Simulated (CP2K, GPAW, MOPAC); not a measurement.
Cost and result for the bulk modulus of C

Symmetry: Fd-3m, No. 227, cubic system. Conventional cell: a = 3.567 Å, b = 3.567 Å, c = 3.567 Å, α = 90.00°, β = 90.00°, γ = 90.00°. Around C (site symmetry -43m) lie 4 C at 1.54 Å.

```csv
rung,level,program and potentials,cutoff (eV),k mesh,smearing,core time,chip,bulk modulus (GPa),notes
GGA + dispersion,PBE+D3(BJ),"GPAW, GPAW PAW data sets (gpaw-data 1.2.1)",800,10 × 10 × 10,fermi-dirac 0.05,30 s,Intel Xeon 6975P-C Granite Rapids,442.3,-
GGA,PBE,"GPAW, PAW data sets generated for this functional",800,10 × 10 × 10,fermi-dirac 0.05,46 s,Intel Xeon Platinum 8488C Sapphire Rapids,433.3,-
GGA,PBE,"GPAW, SG15 ONCV 1.2",1100,10 × 10 × 10,fermi-dirac 0.05,46 s,Intel Xeon Platinum 8488C Sapphire Rapids,431.1,-
GGA,BP86,"GPAW, PAW data sets generated for this functional",800,10 × 10 × 10,fermi-dirac 0.05,47 s,Intel Xeon Platinum 8488C Sapphire Rapids,424.5,-
non-local van der Waals functional,vdW-DF,"GPAW, GPAW PAW data sets (gpaw-data 1.2.1)",800,10 × 10 × 10,fermi-dirac 0.05,50 s,Intel Xeon Platinum 8488C Sapphire Rapids,410.1,potentials made for PBE
tight binding or semi-empirical,PM7,"MOPAC, the method's own minimal valence basis",-,1 × 1 × 1,none,52 s,Arm Neoverse V2,715.3,coarse mesh; Γ point of a 4 × 4 × 4 supercell
GGA + dispersion,BLYP+D4,"GPAW, PAW data sets generated for this functional",800,10 × 10 × 10,fermi-dirac 0.05,56 s,Intel Xeon 6975P-C Granite Rapids,425.9,-
GGA + dispersion,PBE+D4,"GPAW, GPAW PAW data sets (gpaw-data 1.2.1)",800,10 × 10 × 10,fermi-dirac 0.05,57 s,Intel Xeon 6975P-C Granite Rapids,(a),-
GGA,PBEsol,"GPAW, PAW data sets generated for this functional",800,13 × 13 × 13,fermi-dirac 0.05,86 s,Arm Neoverse V2,450.2,-
LDA,LDA,"CP2K, GTH_POTENTIALS C GTH-PADE-q4; TZVP-MOLOPT-PBE-GTH basis",-,13 × 13 × 13,fermi-dirac 0.01,6.4 min,Arm Neoverse V1,461.7,atomic basis
```

Times are single runs on shared hosts and different chips, so they are rough; meshes, cutoffs and the tasks' sizes weigh on the time. Task: equation of state. All rows: no spin polarisation. Smearing widths are in eV. The cell comes from a database and isn't always the measured one. Meshes differ between rows, which moves values too. Meshes are those of the run's cell of 2 atoms unless a note names another. Runs on faulty files, with rough fits or with known faults for this quantity aren't shown. No row holds spin-orbit coupling.

Estimate the value left out from the other rows.

(a) 443.6 GPa.
